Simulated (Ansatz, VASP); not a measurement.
## Rh: VASP beside Ansatz

The input INCAR:

```
PREC = Accurate ; ENCUT = 520
EDIFF = 1E-7 ; ISMEAR = 0
SIGMA = 0.15 ; LREAL = F
LASPH = T ; NELM = 100
ALGO = Fast ; ISIF = 2
LWAVE = F ; LCHARG = F
GGA = PE ; NBANDS = 14
```

The input KPOINTS:

```
regular mesh
0
Gamma
  22 22 22
```

POSCAR

```
Rh
1.0
    0.0000000000      2.0324981345      1.8814835231
    2.0324981345      0.0000000000      1.8814835231
    2.0324981345      2.0324981345      0.0000000000
Rh
1
Direct
    0.0000000000      0.0000000000      0.0000000000
```

Input for Ansatz:

```yaml
crystal:
  lattice:
    - [0.0, 2.0324981345, 1.8814835231]
    - [2.0324981345, 0.0, 1.8814835231]
    - [2.0324981345, 2.0324981345, 0.0]
  atoms:
    - { symbol: Rh, position: [0.0, 0.0, 0.0] }
basis:
  ecutwfc: 420
kpoints:
  mp_grid: { grid: [22, 22, 22] }
hamiltonian:
  xc: pbe
  pseudopotentials: { kind: paw, azcp: { folder: soft_1 } }
scf:
  occupations: { method: gaussian, width: 0.15 }
output:
  forces: true
  stress: true
  eigenvalues: true
```

Alike in both runs: task single point; functional PBE; k mesh 22 × 22 × 22; occupations gaussian, width 0.15 eV; no spin polarisation.

|  | VASP | Ansatz |
| --- | --- | --- |
| version | VASP 6.6.1 | Ansatz 0.2.0 |
| potentials or method | VASP PAW PBE potentials, release 64 (Rh_pv) | scalar-relativistic, plane waves, PAW |
| plane-wave cutoff (eV) | 520 | 420 |
| valence electrons in the cell | 15 | 17 |

```tsv
	VASP	Ansatz	Ansatz less VASP
gap on the k mesh at the Fermi level (eV)	none	none	-
pressure (GPa)	-19.2	-19.2	0.00
largest component of the traceless stress (GPa)	7.95	7.97	+0.025
```

A gap of «none» marks a metal or a gap that the smearing closes. The functional is the same, so the differences come from potentials, cutoffs and numerics. The two sets of potentials don't hold the same shells in valence.

Caveats: so large a pressure means that the cell lies far from this level's equilibrium, or that cutoff or potentials fall short (VASP).
